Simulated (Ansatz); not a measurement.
## Molecular dynamics of WC

input.yaml

```yaml
accuracy: low
crystal:
  lattice:
    - [-2.900765, -5.024272, 0.0]
    - [4.351147, -2.512136, 0.0]
    - [0.0, 0.0, 5.694056]
  atoms:
    - { symbol: W, position: [0.77951637, 0.50946884, -0.03939082] }
    - { symbol: C, position: [0.52512698, 0.69041042, 0.23730445] }
    - { symbol: W, position: [0.7794296, 0.51595045, 0.46223318] }
    - { symbol: C, position: [0.5376546, 0.70027746, 0.73823598] }
    - { symbol: W, position: [0.50325313, -0.00361166, 0.00285234] }
    - { symbol: C, position: [0.29630607, 0.21257945, 0.23615196] }
    - { symbol: W, position: [0.50575529, 0.01514752, 0.46710763] }
    - { symbol: C, position: [0.26477867, 0.15299363, 0.72104205] }
    - { symbol: W, position: [0.2730521, 0.4960729, -0.02381105] }
    - { symbol: C, position: [0.01483949, 0.66260588, 0.22399601] }
    - { symbol: W, position: [0.27230604, 0.54524916, 0.48653259] }
    - { symbol: C, position: [0.04102088, 0.69309259, 0.74572795] }
    - { symbol: W, position: [0.01082953, 0.01918949, -0.03865782] }
    - { symbol: C, position: [0.7798042, 0.20883085, 0.19858976] }
    - { symbol: W, position: [0.0186434, 0.05073966, 0.45693685] }
    - { symbol: C, position: [0.76117322, 0.19472412, 0.74678013] }
basis:
  ecutwfc: 420.0
kpoints:
  mp_grid: { grid: [2, 2, 2] }
hamiltonian:
  xc: pbe
scf:
  occupations: { method: fermi_dirac, width: 0.17 }
  lower_state_search: "off"
md:
  timestep: 1
  n_steps: 300
  ensemble: npt_langevin
  temperature: 1400.0
  initial_velocities: maxwell_boltzmann
  seed: 17688
  friction: 0.02
  pressure: 0.0
  fix_cell: [shape]
```

Launched with:

```bash
$ ansatz run input.yaml --threads 1 --pin off --max-ram 3072MiB --backend cpu --events-out ev --progress --plain --runs-dir out
```

It goes on from the last frame of an earlier run, with new velocities.

Output, in part (step lines):

```
md step     0: t =     0.00 fs  T =  1312.5 K  F+E_penalty+E_count = -85083.98873584 eV  E_kin = 2.714460 eV  conserved = -85081.89098006 eV  P_inst = 17.2168 GPa  V = 165.9730 Å³  selection 1  (7 SCF iters)
md step     1: t =     1.00 fs  T =  1286.1 K  F+E_penalty+E_count = -85083.97268551 eV  E_kin = 2.659851 eV  conserved = -85081.89079704 eV  P_inst = 17.3095 GPa  V = 165.9802 Å³  selection 1  (6 SCF iters)
md step     2: t =     2.00 fs  T =  1291.6 K  F+E_penalty+E_count = -85083.98075503 eV  E_kin = 2.671196 eV  conserved = -85081.89119921 eV  P_inst = 17.3758 GPa  V = 165.9938 Å³  selection 1  (6 SCF iters)
md step     3: t =     3.00 fs  T =  1224.8 K  F+E_penalty+E_count = -85084.00138766 eV  E_kin = 2.533087 eV  conserved = -85081.89069276 eV  P_inst = 17.2149 GPa  V = 166.0471 Å³  selection 1  (6 SCF iters)
md step     4: t =     4.00 fs  T =  1125.1 K  F+E_penalty+E_count = -85084.04713462 eV  E_kin = 2.326812 eV  conserved = -85081.89052955 eV  P_inst = 16.7139 GPa  V = 166.1943 Å³  selection 1  (6 SCF iters)
md step     5: t =     5.00 fs  T =  1131.6 K  F+E_penalty+E_count = -85084.13129036 eV  E_kin = 2.340376 eV  conserved = -85081.89109149 eV  P_inst = 15.9654 GPa  V = 166.4604 Å³  selection 1  (5 SCF iters)
md step     6: t =     6.00 fs  T =  1190.0 K  F+E_penalty+E_count = -85084.26258442 eV  E_kin = 2.461111 eV  conserved = -85081.89148813 eV  P_inst = 14.8989 GPa  V = 166.8380 Å³  selection 1  (5 SCF iters)
md step     7: t =     7.00 fs  T =  1179.2 K  F+E_penalty+E_count = -85084.43249437 eV  E_kin = 2.438848 eV  conserved = -85081.89191832 eV  P_inst = 13.4929 GPa  V = 167.2815 Å³  selection 1  (5 SCF iters)
[... lines left out ...]
```

The steps, from the saved trajectory:

```csv
time (fs),T (K),potential energy less start (eV),conserved less start (meV/atom),P (GPa),volume (Å³)
0.0,1312,0.000,0.00,17.2,166.0
10.0,1566,-0.980,-0.24,9.6,168.7
20.0,1312,-1.278,-0.04,-3.5,174.2
30.0,1327,-0.999,-0.01,-9.4,177.1
40.0,1544,-0.826,-0.10,-10.8,177.9
50.0,1292,-0.094,-0.01,-2.7,174.6
60.0,1390,-0.351,-0.14,6.4,170.6
70.0,1714,-0.280,-0.07,13.3,168.0
80.0,1879,-1.236,-0.13,6.5,169.9
90.0,1724,-1.771,-0.05,-3.9,173.4
100.0,1621,-1.121,-0.01,-7.4,175.8
110.0,1892,-1.827,-0.22,-4.1,174.1
120.0,1611,-1.503,-0.03,3.3,170.7
130.0,1194,-1.433,0.02,10.4,167.3
140.0,1400,-1.618,0.08,14.0,165.8
150.0,1088,-1.577,0.04,8.7,168.0
160.0,1050,-1.832,0.04,-2.9,172.9
170.0,1051,-1.636,0.06,-10.3,176.7
180.0,1177,-1.531,0.06,-12.2,177.8
190.0,1315,-1.693,0.01,-10.2,176.9
200.0,1296,-1.200,-0.04,-0.9,173.2
210.0,1164,-1.003,0.00,7.8,169.3
220.0,1195,-1.173,-0.14,12.3,166.8
230.0,900,-0.788,0.11,12.9,166.8
240.0,1724,-1.969,-0.19,2.9,170.3
250.0,1235,-0.554,0.01,-4.3,175.2
260.0,1619,-0.755,-0.21,-8.6,177.4
270.0,1217,-0.390,-0.04,-5.3,176.0
280.0,1410,-0.929,-0.10,3.0,171.3
290.0,1579,-1.031,-0.17,8.0,169.3
300.0,940,0.530,0.17,11.1,169.6
```

The run went to its last step. The conserved energy stayed within 0.24 meV per atom of its start (net change 0.17 meV per atom), so the integration is sound. The mean temperature of the second half is 10 % below the set value. A run of 0.3 ps of so small a system gives no equilibrium averages. Limits of this set-up: coarse k mesh, low accuracy level. The cell's volume went from 166 to 170 Å³.

Mean squared displacements from the first frame to the last, about the centre of mass, the cell's change included: W 0.04 Å², C 0.06 Å².

Last frame:

```xyz
16
Lattice="-2.9219 -5.0608 0.0000 4.3828 -2.5304 0.0000 0.0000 0.0000 5.7355" Properties=species:S:1:pos:R:3
W 0.202 -4.913 -0.164
C 1.899 -3.996 1.476
W 0.231 -4.812 2.687
C 1.493 -4.045 4.069
W -1.297 -2.203 -0.323
C 0.120 -1.430 1.071
W -1.322 -2.403 2.466
C 0.102 -1.509 4.091
W 1.569 -2.369 -0.326
C 3.152 -1.498 1.163
W 1.571 -2.362 2.758
C 3.065 -1.565 3.925
W 0.201 0.191 -0.229
C -1.308 -3.944 0.951
W 0.170 0.257 2.609
C -1.390 -3.905 3.968
```

Run time: 17 min on 1 thread of Intel(R) Xeon(R) Platinum 8488C (Sapphire Rapids) (shared host), peak memory 0.71 GiB.
